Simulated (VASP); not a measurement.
Input of a VASP 6.6.1 run:

File INCAR:

```
SYSTEM = As2Pt
ALGO = Normal ; EDIFF = 1E-7
EDIFFG = -0.01 ; ENCUT = 300
GGA = PE ; IBRION = 2
ISIF = 2 ; ISMEAR = 0
LASPH = .TRUE. ; LCHARG = .FALSE.
LREAL = .FALSE. ; LWAVE = .FALSE.
NELM = 80 ; NSW = 40
PREC = Accurate ; SIGMA = 0.03
```

Contents of KPOINTS:

```
k-points
0
G
  3 3 3
  0 0 0
```

File POSCAR:

```
As2Pt                                   
1.0
    6.0963526483      0.0000000000      0.0000000000
    0.0000000000      6.0963526483      0.0000000000
    0.0000000000      0.0000000000      6.0963526483
  As              Pt            
     8     4
Direct
     0.3836833063976570    0.3836833063976570    0.3836833063976570
     0.1163166936023430    0.6163166936023430    0.8836833063976570
     0.8836833063976570    0.1163166936023430    0.6163166936023430
     0.6163166936023430    0.8836833063976570    0.1163166936023430
     0.6163166936023430    0.6163166936023430    0.6163166936023430
     0.8836833063976570    0.3836833063976570    0.1163166936023430
     0.1163166936023430    0.8836833063976570    0.3836833063976570
     0.3836833063976570    0.1163166936023430    0.8836833063976570
     0.0000000000000000    0.0000000000000000    0.0000000000000000
     0.5000000000000000    0.0000000000000000    0.5000000000000000
     0.5000000000000000    0.5000000000000000    0.0000000000000000
     0.0000000000000000    0.5000000000000000    0.5000000000000000
```

Potentials or basis: VASP PAW PBE potentials, release 64 (As, Pt).

Run with:

```console
$ cat potpaw_PBE.64/As/POTCAR potpaw_PBE.64/Pt/POTCAR > POTCAR
$ mpirun -np 4 vasp_std > vasp.out
```

**Question.** What does it give for the energy gained by relaxing?

**Answer.** 0.0 meV/atom.

**Question.** What does it give for the band gap on the k mesh?

**Answer.** 0.44 eV, indirect (least direct gap 1.00 eV).

Forces in eV/Å, atoms in the order of the input:
```
As   0.003  0.003  0.003
As  -0.003 -0.003  0.003
As   0.003 -0.003 -0.003
As  -0.003  0.003 -0.003
As  -0.003 -0.003 -0.003
As   0.003  0.003 -0.003
As  -0.003  0.003  0.003
As   0.003 -0.003  0.003
Pt   0.000  0.000  0.000
Pt   0.000  0.000  0.000
Pt   0.000  0.000  0.000
Pt   0.000  0.000  0.000
```

Caveat: spin-orbit coupling is left out, which moves the levels of the heavy elements; an odd mesh through Γ misses points on the zone boundary, where band edges often lie.
